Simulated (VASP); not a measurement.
# Mg (P6/mmm) in VASP: a series of runs

One crystal, Mg, is run at these levels: r2SCAN; tasks: single point.

Everything below comes from runs of VASP 6.6.1. Logs are shortened: lines on timing, memory, paths and dates and some standing lists are left out, and cuts for length are marked.

## 1. The structure

Symmetry: P6/mmm, No. 191, hexagonal system. Conventional cell: a = 3.050 Å, b = 3.050 Å, c = 3.045 Å, α = 90.00°, β = 90.00°, γ = 120.00°. Around Mg (site symmetry 6/mmm) lie 8 Mg at 3.04 to 3.05 Å.

This isn't the form of Mg at room conditions, which is hcp.

## 2. Single point, r2SCAN

Contents of INCAR:

```
ADDGRID = False
ALGO = Normal
EDIFF = 1E-6
ENCUT = 400
ISIF = 2
ISMEAR = 1
LASPH = True
LCHARG = False
LMIXTAU = True
LREAL = False
LWAVE = False
METAGGA = R2SCAN
NELM = 100
PREC = Accurate
SIGMA = 0.1
```

Contents of KPOINTS:

```
k-points
0
Gamma
  15 15 13
```

Contents of POSCAR:

```
Mg
1.0
    3.0502998005      0.0000000000      0.0000000000
   -1.5251499003      2.6416371164      0.0000000000
    0.0000000000      0.0000000000      3.0448375700
Mg
1
Direct
    0.0000000000      0.0000000000      0.0000000000
```

Potentials or basis: VASP PAW PBE potentials, release 64 (Mg).

Started as:

```
$ cat potpaw_PBE.64/Mg/POTCAR > POTCAR
$ mpirun -np 1 vasp_std > vasp.out
```

OUTCAR:

```text
EDIFF = 1E-6
   ENCUT = 400
   ISIF = 2
   ISMEAR = 1
   LASPH = True
   LREAL = False
   METAGGA = R2SCAN
   NELM = 100
   PREC = Accurate

 Found    189 irreducible k-points:

 Following reciprocal coordinates:
            Coordinates               Weight
  0.000000  0.000000  0.000000      1.000000
  0.066667  0.000000  0.000000      6.000000
  0.133333  0.000000  0.000000      6.000000
  0.200000  0.000000  0.000000      6.000000
  0.266667  0.000000  0.000000      6.000000
  0.333333  0.000000  0.000000      6.000000
   k-points           NKPTS =    189   k-points in BZ     NKDIM =    189   number of bands    NBANDS=      5
   number of dos      NEDOS =    301   number of ions     NIONS =      1
   total plane-waves  NPLWV =   8000
   dimension x,y,z NGX =    20 NGY =   20 NGZ =   20
   dimension x,y,z NGXF=    40 NGYF=   40 NGZF=   40
   ions per type =               1
   NGX,Y,Z   is equivalent  to a cutoff of  10.90, 10.90, 10.92 a.u.
   NGXF,Y,Z  is equivalent  to a cutoff of  21.80, 21.80, 21.84 a.u.
 SYSTEM =  unknown system
   PREC   = accura    normal or accurate (medium, high low for compatibility)
   ISTART =      0    job   : 0-new  1-cont  2-samecut
   ICHARG =      2    charge: 1-file 2-atom 10-const
   ISPIN  =      1    spin polarized calculation?
   LNONCOLLINEAR =      F non collinear calculations
   LSORBIT =      F    spin-orbit coupling
   LASPH  =      T    aspherical Exc in radial PAW
   ENCUT  =  400.0 eV  29.40 Ry    5.42 a.u.   4.97  4.97  4.97*2*pi/ulx,y,z
   NELM   =    100;   NELMIN=  2; NELMDL= -5     # of ELM steps
   EDIFF  = 0.1E-05   stopping-criterion for ELM
   LREAL  =      F    real-space projection
   EDIFFG = 0.1E-04   stopping-criterion for IOM
   NSW    =      0    number of steps for IOM
   IBRION =     -1    ionic relax: 0-MD 1-quasi-New 2-CG
   NFREE  =      0    steps in history (QN), initial steepest desc. (CG)
   ISIF   =      2    stress and relaxation
   ISYM   =      2    0-nonsym 1-usesym 2-fastsym
   POTIM  = 0.5000    time-step for ionic-motion
   TEBEG  =    0.0;   TEEND  =   0.0 temperature during run
   PSTRESS=    0.0 pullay stress
   NELECT =       2.0000    total number of electrons
   NUPDOWN=      -1.0000    fix difference up-down
   EMIN   =  10.00;   EMAX   =-10.00  energy-range for DOS
   EFERMI =   0.00;   METHOD = LEGACY
   ISMEAR =     1;   SIGMA  =   0.10  broadening in eV -4-tet -1-fermi 0-gaus
   EFERMI_NEDOS =   21; number of points for ismear=-14 and -15
   IALGO  =     38    algorithm
   IMIX   =      4    mixing-type and parameters
     AMIX     =   0.40;   BMIX     =  1.00
     AMIX_MAG =   1.60;   BMIX_MAG =  1.00
  volume/ion in A,a.u.               =      24.53       165.57
  Fermi-wavevector in a.u.,A,eV,Ry     =   0.709836  1.341396  6.855535  0.503868
  Thomas-Fermi vector in A             =   1.796524
   LORBIT       =      0    0 simple, 1 ext, 2 COOP (PROOUT), +10 PAW based schemes
   METAGGA = R2SCAN    functional components
   LHFCALC =     F    Hartree Fock is set to
   AEXX    =    0.0000 exact exchange contribution
   IVDW    =     0    specifies the selected vdW correction
   LEPSILON=     F    determine dielectric tensor
   LRPA    =     F    only Hartree local field effects (RPA)
 non-spin polarized calculation
 Methfessel and Paxton  Order N= 1 SIGMA  =   0.10
  energy-cutoff  :      400.00
  volume of cell :       24.53
 maximum number of plane-waves:       456
 NGX is ok and might be reduce to    20

 number of electron       2.0000000 magnetization

 Free energy of the ion-electron system (eV)
  ---------------------------------------------------
  ext. energy  EPLUGINS =         0.00000000
  ---------------------------------------------------
  free energy    TOTEN  =        -3.87100472 eV

  energy without entropy =       -3.87100901  energy(sigma->0) =       -3.87100615

 E-fermi :   2.3030     XC(G=0):  -8.8351

 val. band max:        2.2765986993   @ k =   0.4000   0.0000   0.4615
 cond. band min:       2.3348269039   @ k =   0.4000   0.1333   0.1538
 fundamental gap:      0.0582282046
 Fermi energy:         2.3030009896

 k-point     1 :       0.0000    0.0000    0.0000
  band No.  band energies     occupation
      1      -4.8379      2.00000
      2      10.8252      0.00000
      3      11.7495      0.00000
      4      15.7132      0.00000
      5      15.7132      0.00000

 k-point     2 :       0.0667    0.0000    0.0000
  band No.  band energies     occupation
      1      -4.7351      2.00000
      2      10.8148      0.00000
      3      11.8351      0.00000
      4      14.0966      0.00000
      5      15.0250      0.00000

 k-point     3 :       0.1333    0.0000    0.0000
  band No.  band energies     occupation
      1      -4.4271      2.00000
      2      10.5311      0.00000
      3      12.0921      0.00000
      4      12.1627      0.00000
      5      14.0793      0.00000

 k-point     4 :       0.2000    0.0000    0.0000
  band No.  band energies     occupation
      1      -3.9160      2.00000
      2       9.0009      0.00000
      3      11.5387      0.00000
      4      12.5207      0.00000
      5      13.2548      0.00000

 k-point     5 :       0.2667    0.0000    0.0000
  band No.  band energies     occupation
      1      -3.2050      2.00000
      2       6.9900      0.00000
      3      11.4531      0.00000
      4      12.5879      0.00000
      5      13.1210      0.00000

 k-point     6 :       0.3333    0.0000    0.0000
  band No.  band energies     occupation
      1      -2.2989      2.00000
      2       5.0472      0.00000
      3      11.3540      0.00000
      4      12.0858      0.00000
      5      13.8914      0.00000

 [... further k-points ...]
[... 5 lines left out ...]
  --------------------------------------------------------------------------------------
  -------------------------------------------------------------------------------------
  Total        0.0860672      0.0860672     -0.0024331     -0.0000000      0.0000000      0.0000000
  in kB        5.6204132      5.6204132     -0.1588899     -0.0000000      0.0000000      0.0000000
  external PRESSURE =       3.6939788 kB  Pullay stress =       0.0000000 kB

 VOLUME and BASIS-vectors are now :
 -----------------------------------------------------------------------------
  energy-cutoff  :      400.00
  volume of cell :       24.53
      direct lattice vectors                 reciprocal lattice vectors
     3.050299800  0.000000000  0.000000000     0.327836628  0.189276565  0.000000000
    -1.525149900  2.641637116  0.000000000     0.000000000  0.378553130  0.000000000
     0.000000000  0.000000000  3.044837570     0.000000000  0.000000000  0.328424744

 POSITION                                       TOTAL-FORCE (eV/Angst)
 -----------------------------------------------------------------------------------
      0.00000      0.00000      0.00000         0.000000      0.000000      0.000000
 -----------------------------------------------------------------------------------
    total drift:                               -0.000000     -0.000000      0.000000

  FREE ENERGIE OF THE ION-ELECTRON SYSTEM (eV)
  ---------------------------------------------------
  free  energy   TOTEN  =        -3.8710047194 eV

  energy  without entropy=       -3.8710090121  energy(sigma->0) =       -3.87100615
```

It took 30 s on 1 thread of Intel Xeon 6975P-C (Granite Rapids), shared host; peak memory 0.13 GiB.

These settings aren't checked as converged: the numbers below hold their error.

Results:

```
Free energy            : -3.8710 eV
Pressure               : 0.4 GPa
Band gap on the k mesh : none (metal or under the smearing width)
```

Caveat: the PAW data sets were made with another functional, which shifts forces and pressure a little.

## 3. Single point, r2SCAN

This run uses another cell than the first one, of the same volume but with other edges.

INCAR is that of step 2.

KPOINTS is that of step 2.

Contents of POSCAR:

```
Mg
1.0
    3.1430880000     -0.0084060000     -0.0278050000
   -1.5788240000      2.6046760000      0.0276970000
   -0.0277550000      0.0158990000      3.0020770000
Mg
1
Direct
   -0.0144770000      0.0117080000      0.0082640000
```

Potentials or basis: VASP PAW PBE potentials, release 64 (Mg).

Started as:

```
$ cat potpaw_PBE.64/Mg/POTCAR > POTCAR
$ mpirun -np 1 vasp_std > vasp.out
```

Wall time 2.2 min (1 thread of Intel Xeon 6975P-C (Granite Rapids), shared host); peak memory 0.26 GiB.

The run converged, but some of its settings lie outside the range that counts as converged, so its numbers aren't taken as properties of the crystal.

Results:

```
Free energy            : -3.8662 eV
Pressure               : 0.3 GPa
Band gap on the k mesh : none (metal or under the smearing width)
```

Caveat: the PAW data sets were made with another functional, which shifts forces and pressure a little.

## 4. For comparison

An earlier run on the cell as given: functional PBE; potentials or basis VASP PAW PBE potentials, release 64 (Mg); cutoff 520 eV; k mesh 10 × 10 × 9; occupations fermi-dirac, width 0.05 eV; no spin polarisation.

* Pressure: 1.1 GPa
* Band gap on the k mesh: none (metal or under the smearing width)
